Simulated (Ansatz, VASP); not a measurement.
# SnO: VASP beside Ansatz

```
Sn O
1.0
     3.88849    0.00000    0.00000
     0.00000    3.88849    0.00000
     0.00000    0.00000    4.98276
Sn O
2 2
Direct
  0.50000 0.00000 0.76463
  0.00000 0.50000 0.23537
  0.00000 0.00000 0.00000
  0.50000 0.50000 0.00000
```

Change from the starting cell: volume scaled by 1.06.

Alike in both runs: task single point; functional LDA; k mesh 7 × 7 × 6; occupations fermi-dirac, width 0.05 eV; no spin polarisation.

|  | VASP | Ansatz |
| --- | --- | --- |
| version | VASP 6.6.1 | Ansatz 0.2.0 |
| potentials or method | VASP PAW LDA potentials, release 64 (Sn_d, O), cutoff 520 eV | all-electron LAPW, scalar-relativistic |

Ansatz gave:

| Item | Value |
| --- | --- |
| gap on the k mesh at the Fermi level (eV) | 0.64 |
| least direct gap on the mesh (eV) | 1.99 |
| pressure (GPa) | -7.8 |
| largest component of the traceless stress (GPa) | 1.07 |
| rms of the force components (eV/Å) | 0.390 |

**Question.** What did VASP give for the same quantities?

**Answer.** gap on the k mesh at the Fermi level (eV): 0.62; least direct gap on the mesh (eV): 1.95; pressure (GPa): -7.5; largest component of the traceless stress (GPa): 1.08; rms of the force components (eV/Å): 0.352.

Atom by atom the forces differ by 0.038 eV/Å (rms over components). Ansatz ran all-electron here, so the differences hold the error of VASP's frozen core and of both bases.

Caveats: spin-orbit coupling is left out, which moves the levels of the heavy elements; an odd mesh through Γ misses points on the zone boundary, where band edges often lie.
